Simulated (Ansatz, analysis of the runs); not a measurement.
# A homologous series of junctions, from (SiH2)2 chain with methyl sulfide ends, between Au (111) faces with adatoms, part 4 of 4

Wanted: G and thermopower along the series, and a fit against length.

Ansatz 0.2.0; DFT PBE, plane waves, PAW; relaxation of a junction, electrodes held but for their tips (the session's first sound run).

So far, conductance of the junction (G₀): step 3 (transmission between the leads, 90 atoms, molecule oligosilane 2, methyl …) 0.0515; step 6 (transmission, 93 atoms, molecule oligosilane 3, methyl sulfide ends, units 3) 0.0106; step 9 (transmission, 96 atoms, molecule oligosilane 4, methyl sulfide ends, units 4) 0.0121.

## 11. Relaxing the junction, 102 atoms, molecule oligosilane 6, methyl sulfide ends, units 6

This step: DFT PBE, plane waves, PAW; relaxation of a junction, electrodes held but for their tips (Ansatz 0.2.0).

System of this step: (SiH2)6 chain with methyl sulfide ends, between Au (111) faces with adatoms. The cell holds 102 atoms: 74 Au, 2 S, 2 C, 6 Si and 18 H. Cell: a = 8.825 Å, b = 8.825 Å, c = 37.829 Å, α = 90.0°, β = 90.0°, γ = 60.0°. Electrodes: Au (111) 3x3 face with an adatom; the apex atoms were set 16.549 Å apart; the free molecule is CS[SiH2][SiH2][SiH2][SiH2][SiH2][SiH2]SC. Regions: lower lead, 37 atoms (37 Au); bridge, 28 atoms (2 S, 2 C, 6 Si and 18 H); upper lead, 37 atoms (37 Au). The structure is stacked along c, and the current runs across the ab planes.

The bridge and the electrodes' tips relax, while 72 atoms stay at the lead's spacing, so that the ends still repeat as a lead.

input.yaml reads:

```yaml
crystal:
  lattice:
    - [8.8246926292, 0.0, 0.0]
    - [4.4123463146, 7.6424079975, 0.0]
    - [0.0, 0.0, 37.8287914696]
  atoms:
    - { symbol: Au, position: [0.722222222, 0.722222222, 0.0] }
    - { symbol: Au, position: [0.722222222, 0.055555556, 0.0] }
    - { symbol: Au, position: [0.722222222, 0.388888889, 0.0] }
    - { symbol: Au, position: [0.055555556, 0.722222222, 0.0] }
    - { symbol: Au, position: [0.055555556, 0.055555556, 0.0] }
    - { symbol: Au, position: [0.055555556, 0.388888889, 0.0] }
    - { symbol: Au, position: [0.388888889, 0.722222222, 0.0] }
    - { symbol: Au, position: [0.388888889, 0.055555556, 0.0] }
    - { symbol: Au, position: [0.388888889, 0.388888889, 0.0] }
    - { symbol: Au, position: [0.833333333, 0.833333333, 0.063490718] }
    - { symbol: Au, position: [0.833333333, 0.166666667, 0.063490718] }
    - { symbol: Au, position: [0.833333333, 0.5, 0.063490718] }
    - { symbol: Au, position: [0.166666667, 0.833333333, 0.063490718] }
    - { symbol: Au, position: [0.166666667, 0.166666667, 0.063490718] }
    - { symbol: Au, position: [0.166666667, 0.5, 0.063490718] }
    - { symbol: Au, position: [0.5, 0.833333333, 0.063490718] }
    - { symbol: Au, position: [0.5, 0.166666667, 0.063490718] }
    - { symbol: Au, position: [0.5, 0.5, 0.063490718] }
    - { symbol: Au, position: [0.944444444, 0.944444444, 0.126981435] }
    - { symbol: Au, position: [0.944444444, 0.277777778, 0.126981435] }
    - { symbol: Au, position: [0.944444444, 0.611111111, 0.126981435] }
    - { symbol: Au, position: [0.277777778, 0.944444444, 0.126981435] }
    - { symbol: Au, position: [0.277777778, 0.277777778, 0.126981435] }
    - { symbol: Au, position: [0.277777778, 0.611111111, 0.126981435] }
    - { symbol: Au, position: [0.611111111, 0.944444444, 0.126981435] }
    - { symbol: Au, position: [0.611111111, 0.277777778, 0.126981435] }
    - { symbol: Au, position: [0.611111111, 0.611111111, 0.126981435] }
    - { symbol: Au, position: [0.055555556, 0.055555556, 0.190472153] }
    - { symbol: Au, position: [0.055555556, 0.388888889, 0.190472153] }
    - { symbol: Au, position: [0.055555556, 0.722222222, 0.190472153] }
[... 66 atom lines left out ...]
    - { symbol: Au, position: [0.944444444, 0.611111111, 0.936509282] }
    - { symbol: Au, position: [0.944444444, 0.944444444, 0.936509282] }
    - { symbol: Au, position: [0.944444444, 0.277777778, 0.936509282] }
    - { symbol: Au, position: [0.277777778, 0.611111111, 0.936509282] }
    - { symbol: Au, position: [0.277777778, 0.944444444, 0.936509282] }
    - { symbol: Au, position: [0.277777778, 0.277777778, 0.936509282] }
kpoints:
  mp_grid: { grid: [2, 2, 1] }
scf:
  occupations: { method: fermi_dirac, width: 0.1 }
hamiltonian:
  xc: pbe
relax:
  constraints:
    - { sites: [0, 1, 2, 3, 4, 5, 6, 7, 8, 9, 10, 11, 12, 13, 14, 15, 16, 17, 18, 19, 20, 21, 22, 23, 24, 25, 26, 27, 28, 29, 30, 31, 32, 33, 34, 35, 66, 67, 68, 69, 70, 71, 72, 73, 74, 75, 76, 77, 78, 79, 80, 81, 82, 83, 84, 85, 86, 87, 88, 89, 90, 91, 92, 93, 94, 95, 96, 97, 98, 99, 100, 101] }
  f_tol: 0.05
  max_steps: 35
```

Started as:

```console
$ ansatz run input.yaml --threads 16 --pin off --max-ram 61440MiB --backend cuda --events-out ev --progress --plain --runs-dir out --max-vram 78GiB
```

Numbers of over 12 decimals in the logs are rounded to 6 here.

The log of the run:

```text
Warning: the atoms were moved onto the symmetric positions of the space group found under crystal.symmetry.tolerance 1.0e-5 (fractional; no operation is sought that the atoms, as they stand in a round, miss by more than twice it, and no atom is moved by as much as it), and the run uses the moved positions. Before a round's move an operation carried an atom to 7.09e-5 Å from where it should land, the largest such dist [...]
[...]
SCF 1 converged in 7 iterations: F = -979449.918753 eV  dr2 = 2.65e-5
[...]
- { symbol: Au, position: [0.277778, 0.944444, 0.746037] }
    - { symbol: Au, position: [0.611111111, 0.277778, 0.746037] }
    - { symbol: Au, position: [0.611111111, 0.611111111, 0.746037] }
    - { symbol: Au, position: [0.611111, 0.944444, 0.746037] }
    - { symbol: Au, position: [0.944444, 0.277778, 0.746037] }
[...]
- { symbol: Au, position: [0.944444, 0.277778, 0.936509] }
    - { symbol: Au, position: [0.277778, 0.611111111, 0.936509] }
    - { symbol: Au, position: [0.277778, 0.944444, 0.936509] }
    - { symbol: Au, position: [0.277778, 0.277778, 0.936509] }
[key lines of the parts left out:]
SCF converged after 7 iterations
```

The job ended after 12 s (1 × NVIDIA GB200 with 16 threads of Arm Neoverse V2, shared host; peak memory 2 GiB).

Relaxation path:

```tsv
step	energy less that of the first step (eV)	largest force component (eV/Å)
1	0.0000	0.5777
2	-0.0987	0.8240
3	-0.2161	0.2081
4	-0.2318	0.1128
5	-0.2382	0.0418
```

The atoms that moved most (Å):

```tsv
atom	dx	dy	dz	length
H50	0.114	-0.031	-0.254	0.280
H63	-0.114	0.031	0.254	0.280
H49	-0.008	0.110	-0.219	0.245
H64	0.008	-0.110	0.219	0.245
H61	-0.043	0.046	0.177	0.188
H52	0.043	-0.046	-0.177	0.188
H51	-0.002	0.035	-0.182	0.185
H62	0.002	-0.035	0.182	0.185
```

The largest force component on a free atom ends at 0.042 eV/Å, under the limit of 0.05. The apex atoms end 16.70 Å apart, and their nearest bridge atoms lie at 2.38 Å (Au–S) and 2.38 Å (Au–S).

## 12. Transmission, 102 atoms, molecule oligosilane 6, methyl sulfide ends, units 6

This step: DFT PBE, plane waves, PAW; transmission of a junction between electrodes (Ansatz 0.2.0).

The transmission is computed for this geometry in the same way.

input.yaml reads:

```yaml
crystal:
  lattice:
    - [8.8246926292, 0.0, 0.0]
    - [4.4123463146, 7.6424079975, 0.0]
    - [0.0, 0.0, 37.8287914696]
  atoms:
    - { symbol: Au, position: [0.722222222, 0.722222222, 1.34e-08] }
    - { symbol: Au, position: [0.722222222, 0.055555556, 1.34e-08] }
    - { symbol: Au, position: [0.722222222, 0.388888889, 1.34e-08] }
    - { symbol: Au, position: [0.055555556, 0.722222222, 1.34e-08] }
    - { symbol: Au, position: [0.055555556, 0.055555556, 1.34e-08] }
    - { symbol: Au, position: [0.055555556, 0.388888889, 1.34e-08] }
    - { symbol: Au, position: [0.388888889, 0.722222222, 1.34e-08] }
    - { symbol: Au, position: [0.388888889, 0.055555556, 1.34e-08] }
    - { symbol: Au, position: [0.388888889, 0.388888889, 1.34e-08] }
    - { symbol: Au, position: [0.833333333, 0.833333333, 0.0634907309] }
    - { symbol: Au, position: [0.833333333, 0.166666667, 0.0634907309] }
    - { symbol: Au, position: [0.833333333, 0.5, 0.0634907309] }
    - { symbol: Au, position: [0.166666667, 0.833333333, 0.0634907309] }
    - { symbol: Au, position: [0.166666667, 0.166666667, 0.0634907309] }
    - { symbol: Au, position: [0.166666667, 0.5, 0.0634907309] }
    - { symbol: Au, position: [0.5, 0.833333333, 0.0634907309] }
    - { symbol: Au, position: [0.5, 0.166666667, 0.0634907309] }
    - { symbol: Au, position: [0.5, 0.5, 0.0634907309] }
    - { symbol: Au, position: [0.944444444, 0.944444444, 0.1269814484] }
    - { symbol: Au, position: [0.944444444, 0.277777778, 0.1269814484] }
    - { symbol: Au, position: [0.944444444, 0.611111111, 0.1269814484] }
    - { symbol: Au, position: [0.277777778, 0.944444444, 0.1269814484] }
    - { symbol: Au, position: [0.277777778, 0.277777778, 0.1269814484] }
    - { symbol: Au, position: [0.277777778, 0.611111111, 0.1269814484] }
    - { symbol: Au, position: [0.611111111, 0.944444444, 0.1269814484] }
    - { symbol: Au, position: [0.611111111, 0.277777778, 0.1269814484] }
    - { symbol: Au, position: [0.611111111, 0.611111111, 0.1269814484] }
    - { symbol: Au, position: [0.055555556, 0.055555556, 0.1904721664] }
    - { symbol: Au, position: [0.055555556, 0.388888889, 0.1904721664] }
    - { symbol: Au, position: [0.055555556, 0.722222222, 0.1904721664] }
[... 66 atom lines left out ...]
    - { symbol: Au, position: [0.944444444, 0.611111111, 0.9365092954] }
    - { symbol: Au, position: [0.944444444, 0.944444444, 0.9365092954] }
    - { symbol: Au, position: [0.944444444, 0.277777778, 0.9365092954] }
    - { symbol: Au, position: [0.277777778, 0.611111111, 0.9365092954] }
    - { symbol: Au, position: [0.277777778, 0.944444444, 0.9365092954] }
    - { symbol: Au, position: [0.277777778, 0.277777778, 0.9365092954] }
kpoints:
  mp_grid: { grid: [4, 4, 1] }
scf:
  occupations: { method: fermi_dirac, width: 0.1 }
hamiltonian:
  xc: pbe
output:
  transmission: { leads: [[93, 0]], e_range: [-0.7, 0.7], de: 0.035, kmesh: [4, 4] }
  dos: { projected: true, e_range: [-5, 4] }
  write_potential: true
  write_density: true
  volumetric_format: npy
```

The log of the run:

```text
[...]
Crystal: 102 atoms, lattice volume = 2551.246 Å³
Basis set: ecut = 420 eV, 49933 PW (Γ)
Bands: 881, of which v1, the nominal top of the filled ones, is band 734 counted from 1 (733 counted from 0)
Symmetry: 2 space group operations
[...]
k-points: 10 of 16
[...]
basis      : 595 plane waves across, 57 finite elements along
  points     : 10, standing for a mesh of 4 x 4
  on the GPU : 8 of these points; the CPU solved the others: they were too small for the GPU, or it had no memory for them, could not solve them or had refused or failed an earlier call
[...]
filled         : 0.4 meV under the level at which it is neutral
    channels       : 7.687500e0 a spin
[...]
junction   : crystal 0 to crystal 0, -0.50 to 34.92 Å
    transmission   : 3.255809e-3 a spin
[...]
resistance     : 2.6443e0 Ω µm² beyond half of each lead's own
[key lines of the parts left out:]
SCF converged after 9 iterations
```

The job ended after 13 min (1 × NVIDIA GB200 with 16 threads; peak memory 20 GiB).

Transmission, one spin against energy, zero at the Fermi level:

energy (eV), transmission, one spin and a bar from the least value:
```
   -0.700    0.00178 
   -0.665    0.00183 
   -0.595    0.00206 #
   -0.560    0.00231 ##
   -0.490    0.00299 #####
   -0.455    0.00292 #####
   -0.420    0.00260 ###
   -0.350    0.00222 ##
   -0.315    0.00223 ##
   -0.280    0.00228 ##
   -0.210    0.00243 ###
   -0.175    0.00254 ###
   -0.105    0.00278 ####
   -0.070    0.00292 #####
   -0.035    0.00307 #####
    0.000    0.00326 ######
    0.035    0.00348 #######
    0.070    0.00376 ########
    0.105    0.00408 #########
    0.175    0.00528 ##############
    0.210    0.00757 ########################
    0.245    0.00848 ###########################
    0.280    0.00545 ###############
    0.315    0.00432 ##########
    0.350    0.00402 #########
    0.420    0.00419 ##########
    0.455    0.00447 ###########
    0.490    0.00480 ############
    0.560    0.00575 ################
    0.595    0.00638 ###################
    0.665    0.00808 ##########################
    0.700    0.00914 ##############################
```

The conductance is 0.00329 G₀. The conductance is 0.27 times that of the last run that gave one. The lead's Hamiltonian steps by 28.9 meV, which the program calls too much for a lead. The largest term of the program's error estimate is 45 %, from the k-mesh.

## 13. Side by side

Times are for 1 × NVIDIA GB200 with 16 threads of Arm Neoverse V2, shared host. The runs compared:

```tsv
no.	molecule	units	transmission at the energy nearest the Fermi level, one spin	step of the lead's Hamiltonian (meV)	conductance of the junction (S/m²)	conductance of the junction (G₀)	added resistance times area (Ω um²)	time	memory (GiB)
1	oligosilane 2, methyl sulfide ends	2	0.05108	26.1	5.92e12	0.05153	0.1678	3 min	18
2	oligosilane 3, methyl sulfide ends	3	0.01049	23.1	1.22e12	0.01061	0.8195	3.2 min	18
3	oligosilane 4, methyl sulfide ends	4	0.01199	23.5	1.39e12	0.01212	0.7169	4.4 min	19
4	oligosilane 6, methyl sulfide ends	6	0.003256	28.9	3.78e11	0.003290	2.644	13 min	20
```

The runs together. Table of transmission by energy, zero at the Fermi level:

```tsv
energy (eV)	oligosilane 2, methyl sulfide ends, 2	oligosilane 3, methyl sulfide ends, 3	oligosilane 4, methyl sulfide ends, 4	oligosilane 6, methyl sulfide ends, 6
-0.700	0.0275	0.00519	0.00667	0.00178
-0.630	0.0315	0.00594	0.00747	0.00191
-0.560	0.0404	0.00774	0.00964	0.00231
-0.490	0.0508	0.0102	0.0135	0.00299
-0.420	0.0401	0.00747	0.00997	0.00260
-0.350	0.0347	0.00661	0.00812	0.00222
-0.280	0.0367	0.00703	0.00846	0.00228
-0.210	0.0394	0.00767	0.00906	0.00243
-0.140	0.0426	0.00838	0.00985	0.00265
-0.070	0.0463	0.00930	0.0108	0.00292
0.000	0.0511	0.0105	0.0120	0.00326
0.070	0.0583	0.0122	0.0138	0.00376
0.140	0.0698	0.0150	0.0168	0.00455
0.210	0.122	0.0269	0.0300	0.00757
0.280	0.0573	0.0139	0.0155	0.00545
0.350	0.0425	0.0113	0.0112	0.00402
0.420	0.0445	0.0125	0.0118	0.00419
0.490	0.0492	0.0148	0.0134	0.0048
0.560	0.0556	0.0180	0.0156	0.00575
0.630	0.0640	0.0226	0.0185	0.00713
0.700	0.0747	0.0291	0.0225	0.00914
```

## 14. Landauer integrals, 102 atoms

This step: Landauer integrals over the computed T(E), interpolated linearly between its energies (analysis of the runs above).

T(E) held rigid; rough near sharp steps of T(E). The conductance at 300 K by shift of the leads' level:

```tsv
shift of the leads' level (eV)	conductance at 300 K (G₀)
-0.350	0.00231
-0.300	0.00229
-0.250	0.00236
-0.200	0.00248
-0.150	0.00263
-0.100	0.00281
-0.050	0.00303
0.000	0.00330
0.050	0.00366
0.100	0.00419
0.150	0.00509
0.200	0.00638
0.250	0.00660
0.300	0.00530
0.350	0.00439
```

The thermopower is -14.1 μV/K. The Lorenz ratio is 1.04, where the Wiedemann-Franz law gives 1. These values rest on a semilocal level alignment and on the mesh across the current. Moving the level by up to 0.1 eV either way gives -24 to -10 μV/K.

## 15. What came out

```yaml
conductance_sih2_2_chain_with_methyl_sulfide_ends: 0.0515 G₀ (one error term of 370 %, so a rough value at best)
thermopower_sih2_2_chain_with_methyl_sulfide_ends: -12.8 μV/K (rough, as the conductance is)
conductance_sih2_3_chain_with_methyl_sulfide_ends: 0.0106 G₀ (one error term of 54 %, so a rough value at best)
thermopower_sih2_3_chain_with_methyl_sulfide_ends: -15.2 μV/K (rough, as the conductance is)
conductance_sih2_4_chain_with_methyl_sulfide_ends: 0.0121 G₀ (one error term of 56 %, so a rough value at best)
thermopower_sih2_4_chain_with_methyl_sulfide_ends: -13.9 μV/K (rough, as the conductance is)
conductance_sih2_6_chain_with_methyl_sulfide_ends: 0.00329 G₀
thermopower_sih2_6_chain_with_methyl_sulfide_ends: -14.1 μV/K
```

In words: Semilocal functionals put a molecule's frontier levels too near the Fermi level, so conductances off resonance usually come out too high. The mesh of 4 × 4 points across the current is coarse: where the lead's channel count steps, T(E) can show bumps that belong to the mesh. Transport is coherent and elastic here: the atoms are frozen, so scattering by vibrations plays no part. The (SiH2)3 chain with methyl sulfide ends is not all-trans: 1 backbone bond is gauche, so it is another conformer than a stretched chain, and no decay constant is fitted. The free region is short: held atoms still bear up to 0.5 eV/Å after a relaxation. Spin-orbit coupling is left out, which matters for the bands of heavy atoms. In 2 runs the program finds the step of the lead's Hamiltonian too large, so longer leads may change the transmission. One term of the program's error estimate for a conductance, of a junction or of the perfect wire, reaches 370 % in this session.

[Logs are printed without paths, hosts, clocks, repeated set-up lines and the standing remarks that a program may print on its own settings, such as how far it seeks lower states.]

[Hosts, paths, dates, database ids (printed as entryN), source tags and the programs' standing remarks are cut or masked in the printed files.]
